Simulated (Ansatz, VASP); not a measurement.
# Os in VASP and in Ansatz

Contents of INCAR:

```
SYSTEM = Os
  PREC = Accurate
  ENCUT = 520
  EDIFF = 1E-8
  ISMEAR = -1
  SIGMA = 0.05
  LREAL = .FALSE.
  LASPH = .TRUE.
  NELM = 60
  ALGO = Normal
  ISIF = 2
  LWAVE = .FALSE.
  LCHARG = .FALSE.
  GGA = PS
  LEFG = .TRUE.
  NBANDS = 10
```

KPOINTS

```
Automatic mesh
0
G
  14 14 14
  0 0 0
```

The input POSCAR:

```
Os
1.0
    0.0000000000      1.9187129938      1.9187129938
    1.9187129938      0.0000000000      1.9187129938
    1.9187129938      1.9187129938      0.0000000000
Os
1
Direct
    0.0000000000      0.0000000000      0.0000000000
```

Input for Ansatz:

```yaml
crystal:
  lattice:
    - [0.0, 1.9187129938, 1.9187129938]
    - [1.9187129938, 0.0, 1.9187129938]
    - [1.9187129938, 1.9187129938, 0.0]
  atoms:
    - { symbol: Os, position: [0.0, 0.0, 0.0] }
kpoints:
  mp_grid: { grid: [14, 14, 14] }
scf:
  occupations: { method: fermi_dirac, width: 0.05 }
hamiltonian:
  xc: pbesol
  pseudopotentials: { kind: paw }
output:
  forces: true
  stress: true
  eigenvalues: true
  efg: { contact_densities: true }
```

Change from the starting cell: volume scaled by 0.96, PAW files.

Alike in both runs: task electric field gradients; functional PBEsol; k mesh 14 × 14 × 14; occupations fermi-dirac, width 0.05 eV; no spin polarisation.

```csv
,VASP,Ansatz
version,VASP 6.6.1,Ansatz 0.2.0
potentials or method,"VASP PAW PBE potentials, release 64 (Os)","PAW with Ansatz's default frozen-core files, scalar-relativistic"
plane-wave cutoff (eV),520,420
valence electrons in the cell,8,16
```

VASP gave:

- pressure (GPa): -4.8
- Vzz of the field gradient on the site that differs most (V/Å²): 0.0

**Question.** What did Ansatz give for the same quantities?

**Answer.** Pressure (GPa): -5.1; Vzz of the field gradient on the site that differs most (V/Å²): 0.0.

With one functional, cell and mesh, what is left measures potentials, basis and numerics. The two sets of potentials don't hold the same shells in valence. Ansatz warned: «gradients_without_spin_orbit».

Caveats: the PAW data sets were made with another functional, which shifts forces and pressure a little (VASP). The runs have no spin-orbit coupling, so splittings on Os are missing.
